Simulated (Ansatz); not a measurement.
Crystal: Al.

```
CELL_PARAMETERS angstrom
0.00000 2.02481 2.02481
2.02481 0.00000 2.02481
2.02481 2.02481 0.00000
ATOMIC_POSITIONS crystal
Al 0.00000 0.00000 0.00000
```

| Quantity | Value |
| --- | --- |
| Program | Ansatz 0.2.0 |
| Task | relaxation of cell and atoms |
| Functional | m-r2SCAN |
| Potentials or basis | Ansatz PAW |
| Cutoff | 500 eV (not typed: the program's choice for these potentials) |
| k mesh | 11 × 11 × 11 |
| Occupations | fermi-dirac, width 0.05 eV |
| Spin | no spin polarisation |

At the start: volume 16.60 Å³/atom.

Question: Where does the relaxation end?

Answer: It ends after 5 steps and the volume is 15.95 Å³/atom (-3.9 %); space group Fm-3m (No. 225, to 0.05 Å).

Step by step:
```csv
step,energy change (eV),largest force (eV/Å),volume (Å³)
1,0.0000,0.0000,16.60
2,-0.0066,0.0000,15.79
3,-0.0071,0.0000,15.96
4,-0.0071,0.0000,15.95
5,-0.0071,0.0000,15.95
```

Final structure:
```xyz
1
Lattice="0.0000 1.9979 1.9979 1.9979 0.0000 1.9979 1.9979 1.9979 0.0000" Properties=species:S:1:pos:R:3 pbc="T T T"
Al    0.0000    0.0000    0.0000
```

The cell as given is a measured one (16.60 Å³/atom); m-r2SCAN puts the equilibrium volume -3.9 % from it, thermal expansion not counted.

Caveat: the plane-wave basis is chosen anew once the cell has moved, so the energies of steps on either side of that aren't comparable; the PAW data sets come from PBE, with cores solved anew for the run's functional, which leaves a small shift of forces and pressure.
